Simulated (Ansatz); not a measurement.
**GaSb under changes of volume**

One of the cells (28.625 Å³/atom); the others are scaled copies at fixed shape and fractional positions:

```
CELL_PARAMETERS angstrom
0.00000 3.05900 3.05900
3.05900 0.00000 3.05900
3.05900 3.05900 0.00000
ATOMIC_POSITIONS crystal
Sb 0.75000 0.75000 0.75000
Ga 0.00000 0.00000 0.00000
```

* Program: Ansatz 0.2.0
* Functional: B3LYP
* Potentials or basis: Ansatz PAW
* Cutoff: 420 eV (not typed: the program's choice for these potentials)
* k mesh: 4 × 4 × 4
* Occupations: fermi-dirac, width 0.05 eV
* Spin: no spin polarisation

```csv
volume (Å³/atom),energy over the lowest point (meV/atom),pressure (GPa),gap on the mesh (eV)
26.907,?,?,?
27.480,50.20,6.0,1.33
28.052,31.43,4.6,1.16
28.625,17.46,3.3,0.99
29.197,7.86,2.1,0.83
29.770,2.12,1.1,0.67
30.342,0.00,0.2,0.51
```

What does the run at 26.907 Å³/atom give?

Energy over the lowest point 74.46 meV/atom; pressure 7.6 GPa; gap on the mesh 1.51 eV.

Worked out: A Birch-Murnaghan fit of order 3 (a polynomial in V^(-2/3)) to the other rows has its minimum at 30.43 Å³/atom, just outside them, with B0 = V·E''(V) = 47 GPa and B' = 4.3. It gives 74.32 meV/atom at 26.907 Å³/atom, against the run's 74.46, and -dE/dV = 7.5 GPa, against 7.6. A straight line through the other rows of the gap, of slope -8.26 eV per unit of ln V (its deformation potential), extrapolates to 1.50 eV, against the run's 1.51.

Energies are extrapolated to zero smearing.

Caveats: all runs use coarse meshes; spin-orbit coupling is left out, which moves the levels of the heavy elements; the PAW data sets come from PBE, with cores solved anew for the run's functional, which leaves a small shift of forces and pressure; the thresholds are loose for stress.

A mesh can miss the band edges.
